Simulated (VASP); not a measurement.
# BN: transport in the constant relaxation-time approximation, 7 variants

BN, F-43m (no. 216), 2 atoms in the cell.

| Functional | Variation | Electron mobility at 300 K (cm^2/(V s)) | Hole mobility at 300 K (cm^2/(V s)) | Electron density for that mobility (10^18 cm^-3) | Hole density for that mobility (10^18 cm^-3) | Seebeck coefficient under electron doping at 300 K (uV/K) | Time (s) |
|---|---|---|---|---|---|---|---|
| PBE | as recommended | 59 | 29 | 1.00 | 1.00 | -461 | 111 |
| PBEsol | as recommended | 60 | 30 | 1.00 | 1.00 | -458 | 89 |
| LDA | as recommended | 59 | 29 | 1.00 | 1.00 | -460 | 102 |
| r2SCAN | as recommended | 61 | 31 | 1.00 | 1.00 | -456 | 322 |
| PBE | range of temperatures, another relaxation time | 118 | 59 | 1.00 | 1.00 | -461 | 103 |
| PBE | linear energy grid | 59 | 29 | 1.00 | 1.00 | -460 | 100 |
| PBE | carriers typed another way | 59 | 29 | 1.00 | 1.00 | -461 | 119 |

Limits: Conductivity, mobility and heat conductivity scale with the typed relaxation time, here the same at all temperatures, so the change of scattering with temperature is missing; the values aren't converged in the dense mesh: a finer one can change them by tens of percent; row 6: on the linear energy grid this version miscounts the few carriers of a semiconductor, so its mobilities here are the conductivity over the typed density.

## Input of the first row

INCAR:
```
ALGO     = Normal         # electronic algorithm
EDIFF    = 1E-8           # SCF threshold, eV
EFERMI   = MIDGAP       
ELPH_FERMI_NEDOS= 2001         
ELPH_ISMEAR= -24          
ELPH_MODE= TRANSPORT    
ELPH_SCATTERING_APPROX= CRTA         
ELPH_SELFEN_CARRIER_DEN= -1e19 -1e18 -1e16 1e16 1e18 1e19
ELPH_SELFEN_TEMPS= 100 200 300 400 500
ENCUT    = 520            # plane-wave cutoff, eV
GGA      = PE             # functional
ISMEAR   = 0              # smearing method
KPAR     = 4            
LASPH    = True           # aspherical terms in the spheres
LCHARG   = False          # write CHGCAR
LREAL    = False          # projectors in reciprocal space
LWAVE    = False          # write WAVECAR
NELM     = 100            # most SCF steps
PREC     = Accurate       # precision mode
SIGMA    = 0.01           # smearing width, eV
TRANSPORT_NEDOS= 2001         
TRANSPORT_RELAXATION_TIME= 1E-14         
```

KPOINTS:
```
k-points
0
Gamma
  9 9 9
```

KPOINTS_ELPH:
```
Automatic mesh
0
Gamma
  51 51 51
  0 0 0
```

POSCAR:
```
BN
1.0
    0.0000000000      1.8130010000      1.8130010000
    1.8130010000      0.0000000000      1.8130010000
    1.8130010000      1.8130010000      0.0000000000
N B
1 1
Direct
    0.2500000000      0.2500000000      0.2500000000
    0.0000000000      0.0000000000      0.0000000000
```

Commands:
```
cat potpaw_PBE.64/N/POTCAR potpaw_PBE.64/B/POTCAR > POTCAR
mpirun -np 4 vasp_std > vasp.out
```

Changes of the last row against the first:
```
- ELPH_SELFEN_CARRIER_DEN = -1e19 -1e18 -1e16 1e16 1e18 1e19
+ ELPH_SELFEN_CARRIER_DEN_RANGE = -1e21 -1e17 5 1e17 1e21 5
```

VASP 6.6.1 took 111 s on 4 cores (AMD EPYC 7R43 (Zen 3)), a shared host.
